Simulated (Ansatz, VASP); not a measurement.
BP in VASP and in Ansatz

Contents of INCAR:

```
PREC = Accurate
ENCUT = 520
EDIFF = 1E-7
ISMEAR = 0
SIGMA = 0.02
LREAL = False
LASPH = True
NELM = 100
ALGO = Normal
ISIF = 2
LWAVE = False
LCHARG = False
GGA = PS
NBANDS = 11
```

Contents of KPOINTS:

```
regular mesh
0
Gamma
  10 10 10
```

Contents of POSCAR:

```
BP
1.0
    0.0000000000      2.2692141801      2.2692141801
    2.2692141801      0.0000000000      2.2692141801
    2.2692141801      2.2692141801      0.0000000000
B P
1 1
Direct
    0.0000000000      0.0000000000      0.0000000000
    0.2500000000      0.2500000000      0.2500000000
```

Input for Ansatz:

```yaml
crystal:
  lattice:
    - [0.0, 2.2692141801, 2.2692141801]
    - [2.2692141801, 0.0, 2.2692141801]
    - [2.2692141801, 2.2692141801, 0.0]
  atoms:
    - { symbol: B, position: [0.0, 0.0, 0.0] }
    - { symbol: P, position: [0.25, 0.25, 0.25] }
basis:
  ecutwfc: 420
kpoints:
  mp_grid: { grid: [10, 10, 10] }
  band_path: { path: [VBM, CBM], npoints: 2 }
hamiltonian:
  xc: pbesol
scf:
  occupations: { method: gaussian, width: 0.02 }
output:
  forces: true
  stress: true
  eigenvalues: true
checkpoint:
  read: start.run
  write: ck
  compress: false
  write_wavefunctions: false
  write_every: 100000
```

Alike in both runs: task single point; functional PBEsol; k mesh 10 × 10 × 10; occupations gaussian, width 0.02 eV; no spin polarisation.

|  | VASP | Ansatz |
| --- | --- | --- |
| version | VASP 6.6.1 | Ansatz 0.2.0 |
| potentials or method | VASP PAW PBE potentials, release 64 (B, P) | scalar-relativistic, plane waves, PAW |
| plane-wave cutoff (eV) | 520 | 420 |
| valence electrons in the cell | 8 | 8 |

```tsv
	VASP	Ansatz	Ansatz less VASP
gap on the k mesh at the Fermi level (eV)	1.13	1.14	+0.004
least direct gap on the mesh (eV)	3.36	3.36	+0.005
pressure (GPa)	-1.9	-2.0	-0.10
```

Caveats: the PAW data sets were made with another functional, which shifts forces and pressure a little (VASP). A k mesh can miss the band edges. PBEsol gaps usually lie below the measured ones, often by a third to a half.
